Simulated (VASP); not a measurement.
Here is a VASP 6.6.1 calculation.

File INCAR:

```
SYSTEM = KBr
PREC = Accurate ; ENCUT = 520
EDIFF = 1E-6 ; ISMEAR = -1
SIGMA = 0.02 ; LREAL = .FALSE.
LASPH = .TRUE. ; NELM = 100
ALGO = Fast ; ISIF = 2
LWAVE = .FALSE. ; LCHARG = .TRUE.
LELF = .TRUE. ; LVHAR = .TRUE.
NBANDS = 15
```

The input KPOINTS:

```
regular mesh
0
G
  6 6 6
  0 0 0
```

POSCAR

```
KBr
1.0
    4.0434990000      0.0000000000      0.0000000000
    0.0000000000      4.0434990000      0.0000000000
    0.0000000000      0.0000000000      4.0434990000
K Br
1 1
Direct
    0.3333333333      0.0000000000      0.0000000000
    0.4999998763      0.4999998763      0.4999998763
```

Potentials or basis: VASP PAW LDA potentials, release 64 (K_sv, Br).

Launch:

```console
$ cat potpaw_LDA.64/K_sv/POTCAR potpaw_LDA.64/Br/POTCAR > POTCAR
$ mpirun -np 1 vasp_std > vasp.out
```

Task: Predict the band gap on the k mesh.

Result: 3.51 eV, indirect (least direct gap 3.84 eV).

Task: Predict the largest force.

Result: 0.495 eV/Å.

Task: Estimate the pressure.

Result: 3.5 GPa.

Stress tensor (GPa, compression positive):
```
0.79 0.00 0.00
0.00 4.86 0.00
0.00 0.00 4.86
```

A k mesh can miss the band edges.
